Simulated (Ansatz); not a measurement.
# Ca, hcp: how the functional moves the structure

All rows: Ansatz, plane waves with scalar-relativistic PAW, 420 eV (500 eV for the SCAN forms), relaxed under each functional, no dispersion correction, no zero-point motion. B₀ comes from uniform scaling at fixed shape; a dash is a value not given.

```csv
functional,V (Å³/atom),cell,B₀ (GPa),magnetic state,ΔE to fcc (meV/atom)
r²SCAN,43.44,"a = 3.936 Å, c = 6.474 Å (c/a = 1.645)",18,spin not included,8
PBEsol,40.83,"a = 3.854 Å, c = 6.347 Å (c/a = 1.647)",18,spin not included,6
LDA,38.34,"a = 3.774 Å, c = 6.217 Å (c/a = 1.647)",19,spin not included,6
revPBE,44.19,"a = 3.961 Å, c = 6.504 Å (c/a = 1.642)",16,spin not included,5
RPBE,44.69,"a = 3.976 Å, c = 6.527 Å (c/a = 1.642)",16,spin not included,5
BLYP,42.87,"a = 3.922 Å, c = 6.436 Å (c/a = 1.641)",16,spin not included,4
```

Question: What does PBE give?

Answer: V (Å³/atom): 42.42; cell: a = 3.906 Å, c = 6.421 Å (c/a = 1.644); B₀ (GPa): 17; magnetic state: spin not included; ΔE to fcc (meV/atom): 5.
